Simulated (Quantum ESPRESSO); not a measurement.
# Sn (Fd-3m) in Quantum ESPRESSO: equation of state, part 2 of 2

Quantum ESPRESSO 7.5. The steps go on from the part before.

## (7) Single point, PBEsol, 35.16 Å³/atom

Contents of pw.in:

```
&CONTROL
  calculation = 'scf'
  prefix = 'pwscf'
  outdir = './tmp'
  pseudo_dir = './pseudo'
  tprnfor = .true.
  tstress = .true.
  disk_io = 'nowf'
/
&SYSTEM
  ibrav = 0
  nat = 2
  ntyp = 1
  ecutwfc = 68
  ecutrho = 544
  nbnd = 21
  occupations = 'smearing'
  smearing = 'fd'
  degauss = 0.00367493
/
&ELECTRONS
  conv_thr = 4d-10
  electron_maxstep = 120
  mixing_beta = 0.5
/
ATOMIC_SPECIES
Sn   118.7100 sn_pbesol_v1.4.uspp.F.UPF
CELL_PARAMETERS angstrom
   0.0000000000    3.2758916636    3.2758916636
   3.2758916636    0.0000000000    3.2758916636
   3.2758916636    3.2758916636    0.0000000000
ATOMIC_POSITIONS crystal
Sn     0.7500000000    0.7500000000    0.7500000000
Sn     0.5000000000    0.5000000000    0.5000000000
K_POINTS automatic
7 7 7 0 0 0
```

Potentials or basis: GBRV 1.5 PBEsol.

Started as:

```sh
OMP_NUM_THREADS=1 mpirun -n 2 pw.x -nk 2 -in pw.in > pw.out
```

pw.out:

```text
This program is part of the open-source Quantum ESPRESSO suite
     for quantum simulation of materials; please cite
         "P. Giannozzi et al., J. Phys.:Condens. Matter 21 395502 (2009);
         "P. Giannozzi et al., J. Phys.:Condens. Matter 29 465901 (2017);
         "P. Giannozzi et al., J. Chem. Phys. 152 154105 (2020);
     in publications or presentations arising from this work. More details at

     Message from routine setup:
     using ibrav=0 with symmetry is DISCOURAGED, use correct ibrav instead

     K-points division:     npool     =       2
     Subspace diagonalization in iterative solution of the eigenvalue problem:
     a serial algorithm will be used

     G-vector sticks info
     --------------------
     sticks:   dense  smooth     PW     G-vecs:    dense   smooth      PW
     Sum        2869    1417    421               101597    35845    5601

     Using Slab Decomposition

     bravais-lattice index     =            0
     lattice parameter (alat)  =       8.7547  a.u.
     unit-cell volume          =     474.4770 (a.u.)^3
     number of atoms/cell      =            2
     number of atomic types    =            1
     number of electrons       =        28.00
     number of Kohn-Sham states=           21
     kinetic-energy cutoff     =      68.0000  Ry
     charge density cutoff     =     544.0000  Ry
     scf convergence threshold =      4.0E-10
     mixing beta               =       0.5000
     number of iterations used =            8  plain     mixing
     Exchange-correlation= SLA  PW   PSX  PSC
                           (   1   4  10   8   0   0   0)
[... 78 lines left out ...]
     estimated scf accuracy    <       2.42515446 Ry
[... 85 lines left out ...]
     iteration # 14     ecut=    68.00 Ry     beta= 0.50
     Davidson diagonalization with overlap
     ethr =  1.13E-11,  avg # of iterations =  2.1

     End of self-consistent calculation

          k = 0.0000 0.0000 0.0000 (  4573 PWs)   bands (ev):

   -14.2448 -14.2448 -14.2448 -14.1885 -14.1885 -13.9005 -13.9005 -13.9005
   -13.8948 -13.8948  -3.1030   6.4453   7.4255   7.4255   7.4255   9.4868
     9.4868   9.4868  12.1957  15.2299  15.6141

          k = 0.1010 0.1010-0.1010 (  4495 PWs)   bands (ev):
[... 85 lines left out ...]
   -14.3037 -14.2928 -14.1649 -14.1346 -14.0449 -14.0365 -13.9921 -13.9632
   -13.8298 -13.8192  -0.2204   0.0535   4.4744   5.0771   8.2223   9.1389
    13.9046  14.1634  15.1000  16.2924  17.3084

          k = 0.4041 0.2020 0.0000 (  4505 PWs)   bands (ev):

   -14.2885 -14.2867 -14.2074 -14.1303 -14.0905 -14.0240 -13.9548 -13.9263
   -13.8411 -13.8386  -1.8792   2.1820   4.8744   5.8473   9.4453   9.4879
    11.1330  12.3265  14.2255  15.4729  16.1535

          k =-0.2020-0.4041 0.6061 (  4487 PWs)   bands (ev):
[... 13 lines left out ...]
   -14.3125 -14.3008 -14.1442 -14.0812 -14.0649 -14.0351 -14.0297 -13.9807
   -13.8222 -13.8107  -0.4842   0.3882   4.1151   4.9038   9.4828  11.1504
    11.7809  11.8171  14.8925  15.9292  17.5951

     the Fermi energy is     7.2272 ev

!    total energy              =    -317.83580459 Ry
     estimated scf accuracy    <          2.9E-10 Ry
     smearing contrib. (-TS)   =      -0.00021404 Ry
     internal energy E=F+TS    =    -317.83559055 Ry

     The total energy is F=E-TS. E is the sum of the following terms:
     one-electron contribution =    -158.04159901 Ry
     hartree contribution      =      95.85040141 Ry
     xc contribution           =     -85.09178400 Ry
     ewald contribution        =    -170.55260895 Ry

     convergence has been achieved in  14 iterations

     Forces acting on atoms (cartesian axes, Ry/au):

     atom    1 type  1   force =     0.00000000   -0.00000000    0.00000000
     atom    2 type  1   force =    -0.00000000    0.00000000   -0.00000000

     Total force =     0.000000     Total SCF correction =     0.000000

     Computing stress (Cartesian axis) and pressure

          total   stress  (Ry/bohr**3)                   (kbar)     P=       -4.48
  -0.00003044  -0.00000000  -0.00000000           -4.48       -0.00       -0.00
  -0.00000000  -0.00003044  -0.00000000           -0.00       -4.48       -0.00
  -0.00000000  -0.00000000  -0.00003044           -0.00       -0.00       -4.48

=------------------------------------------------------------------------------=
   JOB DONE.
=------------------------------------------------------------------------------=
```

It took 30 s on 2 MPI ranks of Arm Neoverse V2, shared host; peak memory 0.52 GiB.

What came out:

```
Free energy            : -4324.3764 eV
Pressure               : -0.4 GPa
Band gap on the k mesh : none (metal or under the smearing width)
```

## (8) Single point, PBEsol, 35.83 Å³/atom

Edit pw.in of step 7 so:

```diff
@@ -28,5 +28,5 @@
 CELL_PARAMETERS angstrom
-   0.0000000000    3.2758916636    3.2758916636
-   3.2758916636    0.0000000000    3.2758916636
-   3.2758916636    3.2758916636    0.0000000000
+   0.0000000000    3.2967577782    3.2967577782
+   3.2967577782    0.0000000000    3.2967577782
+   3.2967577782    3.2967577782    0.0000000000
 ATOMIC_POSITIONS crystal
```

Started as:

```sh
OMP_NUM_THREADS=1 mpirun -n 2 pw.x -nk 2 -in pw.in > pw.out
```

Run time: 31 s. Hardware: 2 MPI ranks of Arm Neoverse V2, shared host; peak memory 0.52 GiB.

The run converged. Its results:

| Quantity | Value |
| --- | --- |
| Free energy | -4324.3711 eV |
| Pressure | -1.2 GPa |
| Band gap on the k mesh | none (metal or under the smearing width) |

## (9) Equation of state, PBEsol

Potentials or basis: GBRV 1.5 PBEsol.

No new run: the results of the series are fitted here.

Results:

| Item | Value |
| --- | --- |
| Equilibrium volume | 34.93 Å³/atom |
| Bulk modulus | 41 GPa |
| Pressure derivative of the bulk modulus | 5.1 |

Energy against volume, from the lowest point:
| volume (Å³/atom) | energy (meV/atom) |
| --- | --- |
| 31.775 | 44.39 |
| 32.451 | 26.20 |
| 33.127 | 13.20 |
| 33.803 | 4.82 |
| 34.479 | 0.59 |
| 35.155 | 0.00 |
| 35.831 | 2.66 |

Zero-point motion and thermal expansion aren't in these numbers.
